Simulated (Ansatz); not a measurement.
Cu2O (Cuprite): band structure with PBE

**The experiment to reproduce.**

“Importance of surface oxygen vacancies for ultrafast hot carrier relaxation and transport in Cu2O”, 2021, arxiv:2103.03167 quotes, for a bulk crystal of Cu2O: band gap 2.17 eV (direct).

Cu2O (Cuprite):

```
Cu O
1.0
     4.26000    0.00000    0.00000
     0.00000    4.26000    0.00000
     0.00000    0.00000    4.26000
Cu O
4 2
Direct
  0.75000 0.25000 0.75000
  0.75000 0.75000 0.25000
  0.25000 0.75000 0.75000
  0.25000 0.25000 0.25000
  0.50000 0.50000 0.50000
  0.00000 0.00000 0.00000
```

```json
{
 "Program": "Ansatz 0.2.0",
 "Task": "band structure",
 "Functional": "PBE",
 "Potentials or basis": "SPMS NC",
 "Cutoff": "1034 eV (not typed: the program's choice for these potentials)",
 "k mesh": "6 × 6 × 6",
 "Occupations": "fermi-dirac, width 0.05 eV",
 "Spin": "no spin polarisation",
 "Path": "[[\"G\", \"X\", \"M\", \"G\", \"R\", \"X\"], [\"M\", \"R\"]]",
 "Points for each segment of the path": "14"
}
```

- Pressure: 3.6 GPa
- Band gap on the k mesh: 0.47 eV, direct
- Band gap along the path: 0.47 eV, direct

Levels at the corners of the path, in eV from the valence-band top:
```csv
point,band 40,band 41,band 42,band 43,band 44,band 45,band 46,band 47,band 48,band 49
Γ,-1.41,-1.41,0.00,0.00,0.00,0.47,1.18,1.18,7.86,7.86
X,-1.56,-1.18,-1.18,-0.41,-0.41,2.19,2.19,4.21,4.21,7.34
M,-1.43,-1.19,-1.19,-0.66,-0.66,1.88,1.88,3.77,3.77,6.76
Γ,-1.41,-1.41,0.00,0.00,0.00,0.47,1.18,1.18,7.86,7.86
R,-1.47,-1.03,-0.53,-0.53,-0.53,2.38,2.38,2.38,4.82,4.82
X,-1.56,-1.18,-1.18,-0.41,-0.41,2.19,2.19,4.21,4.21,7.34
M,-1.43,-1.19,-1.19,-0.66,-0.66,1.88,1.88,3.77,3.77,6.76
R,-1.47,-1.03,-0.53,-0.53,-0.53,2.38,2.38,2.38,4.82,4.82
```

Wall time 47 s on 2 threads of Intel(R) Xeon(R) Platinum 8488C (Sapphire Rapids), on a shared host, peak memory 1.1 GiB.

A measured gap of Cu2O is 2.17 eV (direct; quoted in “Importance of surface oxygen vacancies for ultrafast hot carrier relaxation and transport in Cu2O”, 2021, arxiv:2103.03167); the calculated 0.47 eV misses it by -1.70 eV. So large a miss can be the level of theory's own, or it may mean another phase, state or a wrong row. The value is that of PBE, without temperature or zero-point motion. Semilocal functionals fall short of measured gaps as a rule.
